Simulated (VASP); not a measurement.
# Si: band structure with PBEsol

The system is Si.

```
Si
1.0
     0.00000    2.71785    2.71785
     2.71785    0.00000    2.71785
     2.71785    2.71785    0.00000
Si
2
Direct
  0.75000 0.75000 0.75000
  0.50000 0.50000 0.50000
```

```yaml
Program: VASP 6.6.1
Task: band structure
Functional: PBEsol
Potentials_or_basis: VASP PAW PBE potentials, release 64 (Si)
Cutoff: 520 eV
k_mesh: 10 × 10 × 10
Occupations: gaussian, width 0.03 eV
Spin: no spin polarisation
Further_INCAR_settings: ALGO = Normal; EDIFF = 1e-07; NBANDS = 11
```

```
Pressure                : 0.0 GPa
Band gap on the k mesh  : 0.47 eV, indirect (least direct gap 2.52 eV)
Band gap along the path : 0.46 eV, indirect (least direct gap 2.52 eV)
```

Levels at the corners of the path, in eV from the valence-band top:
```tsv
point	band 1	band 2	band 3	band 4	band 5	band 6	band 7	band 8
Γ	-11.97	0.00	0.00	0.00	2.52	2.52	2.52	3.29
X	-7.82	-7.82	-2.87	-2.87	0.59	0.59	10.04	10.04
X	-7.82	-7.82	-2.87	-2.87	0.59	0.59	10.04	10.04
W	-7.65	-7.65	-3.90	-3.90	4.17	4.17	4.94	4.94
W	-7.65	-7.65	-3.90	-3.90	4.17	4.17	4.94	4.94
K	-8.23	-7.23	-4.35	-2.44	1.09	4.04	7.41	7.94
K	-8.23	-7.23	-4.35	-2.44	1.09	4.04	7.41	7.94
Γ	-11.97	0.00	0.00	0.00	2.52	2.52	2.52	3.29
Γ	-11.97	0.00	0.00	0.00	2.52	2.52	2.52	3.29
L	-9.63	-7.00	-1.20	-1.20	1.46	3.27	3.27	7.51
L	-9.63	-7.00	-1.20	-1.20	1.46	3.27	3.27	7.51
U	-8.23	-7.23	-4.35	-2.44	1.09	4.04	7.41	7.94
U	-8.23	-7.23	-4.35	-2.44	1.09	4.04	7.41	7.94
W	-7.65	-7.65	-3.90	-3.90	4.17	4.17	4.94	4.94
W	-7.65	-7.65	-3.90	-3.90	4.17	4.17	4.94	4.94
L	-9.63	-7.00	-1.20	-1.20	1.46	3.27	3.27	7.51
L	-9.63	-7.00	-1.20	-1.20	1.46	3.27	3.27	7.51
K	-8.23	-7.23	-4.35	-2.44	1.09	4.04	7.41	7.94
U	-8.23	-7.23	-4.35	-2.44	1.09	4.04	7.41	7.94
X	-7.82	-7.82	-2.87	-2.87	0.59	0.59	10.04	10.04
```

Core levels (eV, on the scale of the bands):
```tsv
atom	levels
1 Si	1s -1774.0, 2s -128.0, 2p -84.0
2 Si	1s -1774.0, 2s -128.0, 2p -84.0
```

Wall time 60 s on 1 thread of Intel(R) Xeon(R) Platinum 8259CL CPU @ 2.50GHz (Skylake/Cascade Lake) (shared host), peak memory 0.18 GiB.

Caveat: the PAW data sets were made with another functional, which shifts forces and pressure a little.
